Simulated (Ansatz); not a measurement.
Runs of Ansatz 0.2.0 on Ni. The structure is cubic, space group Im-3m (No. 229). The conventional cell has a = 2.767 Å, b = 2.767 Å, c = 2.767 Å, α = 90.00°, β = 90.00°, γ = 90.00°. Ni (site symmetry m-3m) is surrounded by 8 Ni at 2.40 Å. This isn't the form of Ni at room conditions, which is fcc.

```csv
task,level,cell,k mesh,smearing,atoms under strain,gap on the mesh (eV),pressure (GPa),moment (μB)
single point,PBE,as given,13 × 13 × 13,gaussian 0.027 eV,-,none,7.7,0.59
phonons,PBEsol,as given,10 × 10 × 10,fermi-dirac 0.05 eV,-,none,-,(b)
elastic constants,PBE,as given,10 × 10 × 10,fermi-dirac 0.05 eV,relaxed,none,7.5,0.50
phonons,PBE,as given,10 × 10 × 10,fermi-dirac 0.05 eV,-,none,-,0.50
relaxation of cell and atoms,BLYP+D4,relaxed,13 × 13 × 13,fermi-dirac 0.05 eV,-,none,0.0,(a)
```

Alike in all rows: potentials or basis Ansatz PAW; spin collinear, ferromagnetic start; cutoff (eV) 420.

**Question.** Estimate the missing entries.

**Answer.** (a) 0.56; (b) 0.46.

Caveats: the PAW data sets come from PBE, with cores solved anew for the run's functional, which leaves a small shift of forces and pressure (some runs); the cell is more than 3 GPa from zero pressure, which shifts response properties (some runs); the elastic tensor has a negative eigenvalue, so either the cell is unstable as it stands or the mesh is too thin (some runs); the plane-wave basis is chosen anew once the cell has moved, so the energies of steps on either side of that aren't comparable (some runs); pairwise dispersion overbinds metals, which lowers pressure and volume (some runs).

A gap of «none» marks a metal or a gap under the smearing width.
